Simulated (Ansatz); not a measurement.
# Redistribution: C4H7Cl + C2H4ClF → C4H8 + C2H3Cl2F

Species: C4H7Cl (cis-1-chloro-1-butene) `CC/C=C\Cl`, singlet; C2H4ClF (1-chloro-1-fluoroethane) `CC(F)Cl`, singlet; C4H8 (1-butene) `C=CCC`, singlet; C2H3Cl2F (1,1-dichloro-1-fluoroethane) `CC(F)(Cl)Cl`, singlet. The partners trade Cl for H; both sit on C, so the bond types are kept.

Shapes, held fixed at every level: PBE0-D4/def2-TZVP. Flexible molecules stand in one conformer, not always the lowest. Programs: Ansatz 0.2.0. The zero-point and thermal change to 298 K, harmonic and unscaled (PBE0-D4/def2-TZVP), is -3.7 kJ/mol.

```csv
level,kind,ΔH(298 K) (kJ/mol),less CCSD(T)/CBS estimate,CPU time (sum over the molecules)
HF/def2-SVP,Hartree–Fock,+16.2,+7.3,–
HF/def2-TZVPP,Hartree–Fock,+16.3,+7.4,–
SPW92/def2-TZVPP,LDA,+10.1,+1.2,14 s
PBE-D4/def2-TZVPP,GGA,+12.3,+3.4,25 s
r2SCAN-D4/def2-TZVPP,meta-GGA,+9.8,+0.9,46 s
BHLYP-D4/def2-TZVPP,global hybrid,+13.8,+4.9,31 s
PBE0-D4/def2-TZVPP,global hybrid,+13.7,+4.8,29 s
CCSD(T)/CBS estimate,coupled cluster or CI,+8.9,0.0,25 min
```

The highest level, CCSD(T)/CBS estimate, gives ΔH(298 K) = +8.9 kJ/mol; the levels span +8.9 to +16.3. The column of differences is taken from that level and isn't an error. No measured value is set beside it here. The CBS estimate extrapolates MP2 from def2-TZVPP and def2-QZVPP and adds CCSD(T) − MP2 in the triple-zeta set, cores frozen. Times are processor times on shared x86 and Arm servers, and rough.
